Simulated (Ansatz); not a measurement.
MoS$_{2}$: all-electron results

```xyz
3
Lattice="1.5815 0.9131 6.1233 -1.5815 0.9131 6.1233 0.0000 -1.8262 6.1233" Properties=species:S:1:pos:R:3 pbc="T T T"
Mo    0.0000    0.0000    0.0000
S     0.0000    0.0000   13.7481
S     0.0000    0.0000   10.7446
```

Atoms are numbered in the order listed.

The cell comes from COD entry 9007661, which wasn't checked; take it as a given geometry.

All numbers are computed: DFT, LDA, all-electron LAPW, scalar-relativistic (Ansatz 0.2.0); DFT, LDA, PAW with Ansatz's default frozen-core files, scalar-relativistic (Ansatz 0.2.0).

For LAPW: a Γ-centred 15×15×15 k mesh, Fermi–Dirac smearing of 0.05 eV, basis error target 1 meV/atom, no spin polarisation. PAW takes a cutoff of 420 eV at this cell (files made with PBE, cores remade for this functional). The Ansatz runs share mesh, smearing and spin set-up. Values come from LAPW unless marked.

- Pressure at this cell: 1.48 GPa
- Band gap: 0.61 eV, indirect from T (0.5, 0.5, 0.5) to the line H0 (0.5, -0.181, 0.181)–L (0.5, 0, 0)
- Stress xx, yy, zz (compression positive): -0.94, -0.94, 6.30 GPa
- Largest force: 0.829 eV/Å on S2
- Smallest direct gap on the path: 1.62 eV
- Löwdin charges (with 0.21 e of the cell spilling out of the atomic basis, so their sizes and signs hang on that basis): Mo1 0.29, S2 -0.04, S3 -0.04 e
- Bader charges (from the PAW run): Mo1 +1.18, S2 -0.59, S3 -0.59 e
- Volume per atom: 17.68 Å³
